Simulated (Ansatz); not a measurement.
Runs of Ansatz 0.2.0 on Au. The structure is cubic, space group Im-3m (No. 229). Conventional cell: a = 3.315 Å, b = 3.315 Å, c = 3.315 Å, α = 90.00°, β = 90.00°, γ = 90.00°. Around Au (site symmetry m-3m) lie 8 Au at 2.87 Å. This isn't the form of Au at room conditions, which is fcc.

```tsv
task	level	cell	smearing	gap on the mesh (eV)	pressure (GPa)	relaxed volume (Å³/atom)
single point	PBE	as given	gaussian 0.026 eV	none	-0.8	-
relaxation of cell and atoms	RPBE+D4	relaxed	fermi-dirac 0.05 eV	none	0.0	17.29
relaxation of cell and atoms	PBEsol+D3(BJ)	relaxed	fermi-dirac 0.05 eV	none	0.0	16.51
relaxation of cell and atoms	PBE+D3(BJ)	relaxed	fermi-dirac 0.05 eV	none	0.0	17.35
relaxation of cell and atoms	BLYP+D3(BJ)	relaxed	fermi-dirac 0.05 eV	none	0.0	17.70
relaxation of cell and atoms	revPBE+D4	relaxed	fermi-dirac 0.05 eV	none	0.0	17.29
relaxation of cell and atoms	PBEsol+D4	relaxed	fermi-dirac 0.05 eV	none	0.0	16.75
relaxation of cell and atoms	RPBE+D3(BJ)	relaxed	fermi-dirac 0.05 eV	none	0.0	(c)
relaxation of cell and atoms	PBE+D4	relaxed	fermi-dirac 0.05 eV	none	0.0	(b)
relaxation of cell and atoms	revPBE+D3(BJ)	relaxed	fermi-dirac 0.05 eV	none	0.0	(a)
```

Alike in all rows: potentials or basis Ansatz PAW; no spin polarisation; k mesh 11 × 11 × 11; cutoff (eV) 420.

**Question.** Fill in the values left out.

**Answer.** (a) 17.04; (b) 17.41; (c) 14.97.

Caveats: the plane-wave basis is chosen anew once the cell has moved, so the energies of steps on either side of that aren't comparable (some runs); pairwise dispersion overbinds metals, which lowers pressure and volume (some runs); the PAW data sets come from PBE, with cores solved anew for the run's functional, which leaves a small shift of forces and pressure (some runs); the volume moved by over 15 % at a fixed basis, so the end points are rough (some runs).

A k mesh can miss the band edges, and the runs leave out spin-orbit coupling on Au.

A gap of «none» marks a metal or a gap under the smearing width.
